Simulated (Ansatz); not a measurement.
Level of theory: Ansatz 0.2.0, DFT PBE, scalar-relativistic, plane waves, PAW. All cells share a 420 eV cutoff and Γ-centred k meshes spaced at most about 0.3 Å⁻¹ (about 0.25 or finer for metals, 2π included). No spin polarisation.

Temperature and zero-point effects are left out.

Question: Order these relaxed structures of B2P5 by energy, lowest first, with the energy over the lowest of them.
1.

Space group P-3m1 (No. 164). a = 3.249 Å, b = 3.249 Å, c = 23.037 Å, α = 90.00°, β = 90.00°, γ = 120.00°
| atom | site | symmetry | x | y | z |
| --- | --- | --- | --- | --- | --- |
| B | 2d | 3m. | 0.3333 | 0.6667 | 0.1124 |
| B | 2c | 3m. | 0.0000 | 0.0000 | 0.2260 |
| P | 2c | 3m. | 0.0000 | 0.0000 | 0.3619 |
| P | 2d | 3m. | 0.3333 | 0.6667 | 0.4155 |
| P | 2d | 3m. | 0.3333 | 0.6667 | 0.0263 |
| P | 2c | 3m. | 0.0000 | 0.0000 | 0.1404 |
| P | 2d | 3m. | 0.6667 | 0.3333 | 0.2535 |

2.

Space group P-42m (No. 111). a = 4.553 Å, b = 4.553 Å, c = 4.823 Å, α = 90.00°, β = 90.00°, γ = 90.00°
```
atom  site  symmetry       x       y       z
   B    2f      222. 0.5000  0.0000  0.5000
   P    1a      -42m  0.0000  0.0000  0.0000
   P    4n       ..m  0.7145  0.2855  0.7344
```

Answer: 1 (0 meV/atom), 2 (78 meV/atom). Counting P atoms around B (those within 1.25 times the shortest such distance or 1.15 times the sum of covalent radii, 1.27 where that leaves under three): cell 1 has B 4; cell 2 has B 4. Cell 1 holds P–P nets (shortest 2.23 Å); cell 2 holds P–P units of three or more atoms (shortest 2.24 Å). Both come from invented guesses. The lowest form computed isn't among them: it has space group Pm (No. 6), 17.4 Å³/atom and lies 60 meV/atom below the best shown.

Weakly bound directions are ill-defined at this level, which has no dispersion term (P-3m1), and this can change margins and order among such cells. In P-42m an odd number of electrons in the primitive cell allows no gap without spin; a larger cell or a magnetic state could open one. Cells relaxed within their symmetry can be saddle points. Some candidate types were left out of the draw beforehand, so a known form may be missing.
